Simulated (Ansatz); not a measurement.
**From the elastic tensor of Ir at 8 GPa (stress–strain coefficients) to moduli and sound speeds**

Theory: DFT PBE, scalar-relativistic, plane waves, PAW (Ansatz). Cutoff 420 eV, 20×20×20 k-points (Γ-centred), Fermi-Dirac smearing of 0.15 eV. No spin polarisation.

Symmetry: Fm-3m, No. 225, cubic system. Conventional cell: a = 3.845 Å, b = 3.845 Å, c = 3.845 Å, α = 90.00°, β = 90.00°, γ = 90.00°. Ir (site symmetry m-3m) is surrounded by 12 Ir at 2.72 Å.

In a metal, frequencies and elastic constants depend on the k mesh and the smearing, soft modes and shear constants most. Spin–orbit coupling is left out, which can shift energies with elements as heavy as these.

Relaxed-ion constants (GPa, on the Cartesian axes of the calculation):
```
633.0 260.0 260.0   0.0   0.0   0.0
260.0 633.0 260.0   0.0   0.0   0.0
260.0 260.0 633.0   0.0   0.0   0.0
  0.0   0.0   0.0 277.0   0.0   0.0
  0.0   0.0   0.0   0.0 277.0   0.0
  0.0   0.0   0.0   0.0   0.0 277.0
```

Density 22.467 g/cm³; 1 atom in 14.21 Å³.

The values that follow are for a polycrystal of randomly turned grains, by Hill's mean where one number stands.

| Quantity | Value |
| --- | --- |
| Bulk modulus, Voigt / Reuss / Hill | 384.3 / 384.3 / 384.3 GPa |
| Shear modulus, Voigt / Reuss / Hill | 240.8 / 232.0 / 236.4 GPa |
| Young's modulus | 589 GPa |
| Poisson ratio | 0.245 |
| Pugh ratio B/G | 1.63 |
| Universal anisotropy index | 0.19 |
| Longitudinal and transverse sound speeds | 5580 and 3244 m/s |
| Debye temperature from the mean sound speed | 442 K |

Cost: 1 run of about 0.75 core-minutes, on Intel Xeon 6975P-C (Granite Rapids) (shared hosts).

Iridium at this pressure is exceptionally stiff in shear as well as in compression, as expected for a late 5d metal whose extended, partly filled d shell gives strong cohesion. The telling feature is that C12 (260.0 GPa) lies below C44 (277.0 GPa), whereas purely central forces under compression would place it above. This points to a sizeable angular, many-body contribution to the bonding, probably from the directional d states. The same resistance to shear gives the low Pugh ratio of 1.63, in keeping with iridium's unusual tendency to cleave for an fcc metal, although elastic moduli alone cannot establish a fracture mechanism.

The cubic shear constants are all positive and C11 exceeds C12, so the lattice is stable against small homogeneous strains at this pressure. Even compressed, however, the calculated crystal is slightly less dense than real iridium at ambient pressure, which reflects the usual PBE overestimate of the lattice parameter in 5d metals and probably softens the constants somewhat.
